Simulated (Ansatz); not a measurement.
# Sr, A15: geometry optimisation

These are results of DFT, RPBE, plane waves (420 eV) with PAW, scalar-relativistic (Ansatz 0.2.0), not measurements. (PAW data from PBE, frozen cores regenerated.)

k-point mesh 4×4×4, Fermi-Dirac smearing 0.1 eV, no spin polarisation. Cell and atoms relax.

Starting structure:

```cif
data_structure
_symmetry_space_group_name_H-M 'P 1'
_symmetry_Int_Tables_number 1
_cell_length_a 7.6662
_cell_length_b 7.6662
_cell_length_c 7.6662
_cell_angle_alpha 90.000
_cell_angle_beta 90.000
_cell_angle_gamma 90.000
_cell_volume 450.55
loop_
_atom_site_label
_atom_site_type_symbol
_atom_site_fract_x
_atom_site_fract_y
_atom_site_fract_z
_atom_site_occupancy
Sr1 Sr 0.00000 0.00000 0.00000 1
Sr2 Sr 0.50000 0.50000 0.50000 1
Sr3 Sr 0.25000 0.00000 0.50000 1
Sr4 Sr 0.75000 0.00000 0.50000 1
Sr5 Sr 0.50000 0.25000 0.00000 1
Sr6 Sr 0.50000 0.75000 0.00000 1
Sr7 Sr 0.00000 0.50000 0.25000 1
Sr8 Sr 0.00000 0.50000 0.75000 1
```

Problem. The pressure at the start is 0.5 GPa. By how much does the volume change?

Solution. From 56.32 to 58.91 Å³ per atom, 4.6 %. The final cell has a = 7.782 Å.

Problem. How much energy does the relaxation gain?

Solution. 4.2 meV per atom.

Path of the relaxation (the plane waves are chosen anew near the end, which can shift the energy a little):

```tsv
step	E − E(final) (meV/atom)	V (Å³/atom)	P (GPa)	max force (eV/Å)
0	4.25	56.319	0.53	0.000
1	1.60	57.338	0.31	0.000
2	0.04	58.908	0.02	0.000
3	0.00	58.908	0.02	0.000
```
